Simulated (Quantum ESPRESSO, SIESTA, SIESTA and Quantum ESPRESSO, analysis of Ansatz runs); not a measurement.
# AlN (P6_3mc):Ge_Al, a ladder of methods on one cell (SIESTA and Quantum ESPRESSO)

Question: at which Fermi levels does Ge_Al in AlN (P6_3mc) change its charge, and how much of the answer depends on the basis, the k-points and the program? The model is a cell of 72 host atoms with 1 Al taken out and 1 Ge put in.

Program: SIESTA and Quantum ESPRESSO. Level of theory: SIESTA numerical-orbital DFT, PBEsol, DZP basis, PseudoDojo 0.4.1 potentials converted to PSML; charged supercells in a uniform background, point-charge correction with alignment at far sites. Results are calculated unless marked as measured.

## (1) The structure

The cell holds 72 atoms: 35 Al, 36 N and 1 Ge. Cell: a = 9.367 Å, b = 9.367 Å, c = 10.011 Å, α = 90.0°, β = 90.0°, γ = 120.0°. It derives from AlN (space group P6_3mc). Nearest the centre at fractional (0.444, 0.556, 0.500): Ge34 at 0.00 Å, N11 at 1.90 Å, N43 at 1.90 Å, N35 at 1.90 Å, N40 at 1.91 Å, Al33 at 3.08 Å, Al37 at 3.08 Å, Al9 at 3.08 Å.

Structure file:

```xyz
72
Lattice="9.3671 0.0000 0.0000 -4.6835 8.1121 0.0000 0.0000 0.0000 10.0108" Properties=species:S:1:pos:R:3 pbc="T T T"
Al    1.5612    0.9013    2.4990
Al    0.0000    1.8027    5.0017
N     1.5612    0.9013    4.4083
N     0.0000    1.8027    1.9056
Al    1.5612    0.9013    7.5044
Al    0.0000    1.8027   10.0071
N     1.5612    0.9013    9.4138
N     0.0000    1.8027    6.9110
Al    0.0000    3.6054    2.4990
Al   -1.5612    4.5067    5.0017
N     0.0000    3.6054    4.4083
N    -1.5612    4.5067    1.9056
Al    0.0000    3.6054    7.5044
Al   -1.5612    4.5067   10.0071
N     0.0000    3.6054    9.4138
N    -1.5612    4.5067    6.9110
Al   -1.5612    6.3094    2.4990
Al   -3.1224    7.2108    5.0017
N    -1.5612    6.3094    4.4083
N    -3.1224    7.2108    1.9056
Al   -1.5612    6.3094    7.5044
Al   -3.1224    7.2108   10.0071
N    -1.5612    6.3094    9.4138
N    -3.1224    7.2108    6.9110
Al    4.6835    0.9013    2.4990
Al    3.1224    1.8027    5.0017
N     4.6835    0.9013    4.4083
N     3.1223    1.8027    1.9056
Al    4.6835    0.9013    7.5044
Al    3.1224    1.8027   10.0071
N     4.6835    0.9013    9.4138
N     3.1223    1.8027    6.9110
Al    3.1223    3.6054    2.4990
Ge    1.5612    4.5067    5.0017
N     3.1223    3.6054    4.4083
N     1.5612    4.5067    1.9056
Al    3.1223    3.6054    7.5044
Al    1.5612    4.5067   10.0071
N     3.1223    3.6054    9.4138
N     1.5612    4.5067    6.9110
Al    1.5612    6.3094    2.4990
Al    0.0000    7.2107    5.0017
N     1.5612    6.3094    4.4083
N     0.0000    7.2108    1.9056
Al    1.5612    6.3094    7.5044
Al    0.0000    7.2107   10.0071
N     1.5612    6.3094    9.4138
N     0.0000    7.2108    6.9110
Al    7.8059    0.9013    2.4990
Al    6.2447    1.8027    5.0017
N     7.8059    0.9013    4.4083
N     6.2447    1.8027    1.9056
Al    7.8059    0.9013    7.5044
Al    6.2447    1.8027   10.0071
N     7.8059    0.9013    9.4138
N     6.2447    1.8027    6.9110
Al    6.2447    3.6054    2.4990
Al    4.6835    4.5067    5.0017
N     6.2447    3.6054    4.4083
N     4.6835    4.5067    1.9056
Al    6.2447    3.6054    7.5044
Al    4.6835    4.5067   10.0071
N     6.2447    3.6054    9.4138
N     4.6835    4.5067    6.9110
Al    4.6835    6.3094    2.4990
Al    3.1223    7.2107    5.0017
N     4.6835    6.3094    4.4083
N     3.1223    7.2107    1.9056
Al    4.6835    6.3094    7.5044
Al    3.1223    7.2107   10.0071
N     4.6835    6.3094    9.4138
N     3.1223    7.2107    6.9110
```

Known beforehand: the electronic dielectric constant, (4.46, 4.46, 4.69), and the static one, (8.01, 8.01, 9.50), from a response run on this crystal (DFPT, PBEsol, Quantum ESPRESSO) at that run's own cell.

The cell's shortest repeat is 9.4 Å.

The primitive cell was relaxed at this level beforehand, to 42.26 Å³.

The defect-free supercell was relaxed beforehand, from displaced atoms: they ended at most 0.01 Å from the sites they started about, so the symmetric structure holds.

## (2) Band edges

Levels are counted from the valence top, which comes from the unit cell, dense mesh; the energy of the host comes from the defect-free supercell at the defects' own k-points, so that the host's part of the sampling error cancels.

File host.fdf:

```
SystemName                      AlN
SystemLabel                     host
NumberOfSpecies                 2
NumberOfAtoms                   4
%block ChemicalSpeciesLabel
  1   13 Al
  2    7 N
%endblock ChemicalSpeciesLabel
LatticeConstant                 1.0 Ang
%block LatticeVectors
     3.122353000    -0.000006000     0.000000000
    -1.561181000     2.704034000     0.000000000
     0.000000000     0.000000000     5.005415000
%endblock LatticeVectors
AtomicCoordinatesFormat         Fractional
%block AtomicCoordinatesAndAtomicSpecies
     0.666665682     0.333334566     0.499261899  1
     0.333334318     0.666665434     0.999261799  1
     0.666667319     0.333332717     0.880714386  2
     0.333332681     0.666667283     0.380714486  2
%endblock AtomicCoordinatesAndAtomicSpecies
%block kgrid.MonkhorstPack
   12   0   0  0.00
    0  12   0  0.00
    0   0   6  0.00
%endblock kgrid.MonkhorstPack
XC.Functional                   GGA
XC.Authors                      PBEsol
PAO.BasisSize                   DZP
PAO.EnergyShift                 0.005 Ry
Mesh.Cutoff                     300 Ry
OccupationFunction              FD
ElectronicTemperature           0.01 eV
MaxSCFIterations                150
SCF.MustConverge                true
SCF.Mixer.Method                Pulay
SCF.Mixer.Weight                0.2
SCF.Mixer.History               10
SCF.DM.Tolerance                1.0e-4
SCF.H.Tolerance                 1.0e-3 eV
WriteForces                     true
Charge.Mulliken                 end
```

Run with:

```bash
$ OMP_NUM_THREADS=1 siesta host.fdf > host.out
```

The log of the run:

```text
Version         : 5.4.2

                           ***********************
                           *  WELCOME TO SIESTA  *
                           ***********************

[...]
reinit: Reading from file host.fdf

reinit: -----------------------------------------------------------------------
reinit: System Name: AlN
reinit: -----------------------------------------------------------------------
reinit: System Label: host
reinit: -----------------------------------------------------------------------

initatom: Reading input for the pseudopotentials and atomic orbitals ----------
Species number:   1 Atomic number:   13 Label: Al
Species number:   2 Atomic number:    7 Label: N

[... pseudopotential checks and orbital generation ...]

prinput: Basis input

PAO.BasisType split

%block ChemicalSpeciesLabel
    1   13 Al                      # Species index, atomic number, species label
    2    7 N                       # Species index, atomic number, species label
%endblock ChemicalSpeciesLabel

%block PAO.Basis                 # Define Basis set
# WARNING: This information might be incomplete!
[...]
(Free)E + p*V (eV/cell)     -693.9155
Target enthalpy (eV/cell)     -693.9241
[...]
siesta: Final energy (eV):
siesta:  Band Struct. =    -214.954278
siesta:       Kinetic =     440.615374
siesta:       Hartree =     152.955617
siesta:         Exch. =    -206.292368
siesta:         Corr. =     -22.097524
siesta:   Exch.-corr. =    -228.389891
siesta:  Ion-electron =    -712.026078
siesta:       Ion-ion =    -347.079087
siesta:         Total =    -693.924066
siesta:         Fermi =      -6.458092
[...]
siesta: Stress tensor (static) (eV/Ang**3):
siesta:    -0.000547    0.000008   -0.000000
siesta:     0.000008   -0.000538    0.000000
siesta:    -0.000000    0.000000    0.000479
[...]
siesta: Cell volume =         42.260415 Ang**3
[...]
siesta: Pressure (static):
siesta:                Solid            Molecule  Units
siesta:           0.00000220          0.00000216  Ry/Bohr**3
siesta:           0.00020212          0.00019799  eV/Ang**3
siesta:           0.32382565          0.31720938  kBar
[...]
mulliken: Qtot =       16.000

Mulliken Atomic Populations:
Atom #   charge [q] valence [e]  Species
     1     0.213177    2.786823  Al
     2     0.213178    2.786822  Al
     3    -0.213178    5.213178  N
     4    -0.213178    5.213178  N
 Total     0.000000

Job completed
```

Wall time 37 s (1 MPI rank of Intel Xeon 6975P-C (Granite Rapids), shared host); peak memory 0.26 GiB.

The gap at this level is 4.15 eV.

Test of the sampling: at one point at (¼, ¼, ¼) the host's energy lies 16 meV an atom below its value on the primitive cell's dense mesh, close enough for the relaxations, while formation energies at this sampling may be off by a tenth of an eV or more.

[end of part 1 of 4]

[Logs are printed without paths, hosts, clocks, repeated set-up lines and the standing remarks that a program may print on its own settings, such as how far it seeks lower states.]

[Hosts, paths, dates, database ids (printed as entryN), source tags and the programs' standing remarks are cut or masked in the printed files.]

[For some hosts the program warned that the k-mesh of the response run may be too coarse for force constants and the static dielectric constant; such warnings are not shown here.]

[Charge tables in the logs are Mulliken or Hirshfeld populations, whose sizes and signs can differ; where basis functions stand at a vacancy, SIESTA counts their charge against the missing atom's valence.]

[In relaxation paths of CP2K, step 0 can be the structure after the first move, since the trajectory file begins there, and the last row can be the final structure solved once more.]
